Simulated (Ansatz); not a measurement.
Hf2Si: pressure against volume

Hf2Si, I4/mcm, a = 6.511 Å, c = 5.143 Å. The structure is a Materials Project entry; whether it is the stable form wasn't checked. Ansatz: PBEsol, PAW, 420 eV, Γ-centred 10×10×10 mesh on 6 atoms, Gaussian smearing 0.10 eV; no spin polarisation. Shape and atoms are relaxed at each volume; pressure is positive in compression.

| V (Å³/atom) | P (GPa) |
| --- | --- |
| 17.078 | 10.33 |
| 17.623 | 4.80 |
| 18.168 | 0.00 |
| 18.713 | -4.15 |
| 19.258 | ? |

Question: Take V0 = 18.168 Å³/atom, fit the third-order Birch–Murnaghan form to the other rows, and predict the missing pressure.

Answer: With the Eulerian strain f = ½[(V0/V)^(2/3) − 1] and y = P/[3f(1 + 2f)^(5/2)], the form is the line y = B0 + 1.5 B0 (B0′ − 4) f. Rows (f, y): 0.02105, 147.6; 0.01026, 148.2; -0.00976, 148.9. Means f = 0.007183, y = 148.23; Σ(Δf)² = 0.0004888, ΣΔfΔy = -0.02018; the slope is their ratio. y = 148.5 − 41.28 f GPa, so B0 = 148.5 GPa and B0′ = 4 + 2 × (-41.28)/(3 × 148.5) = 3.81. At V = 19.258, f = -0.01905, y = 149.29 and P = -7.74 GPa. The run gave -7.75 GPa, so the fit is 0.01 GPa too high, a small miss on the scale of the series. The form still works here, 33 % of the fitted range beyond its end.

Spin–orbit coupling is left out, which can shift energies with elements as heavy as these.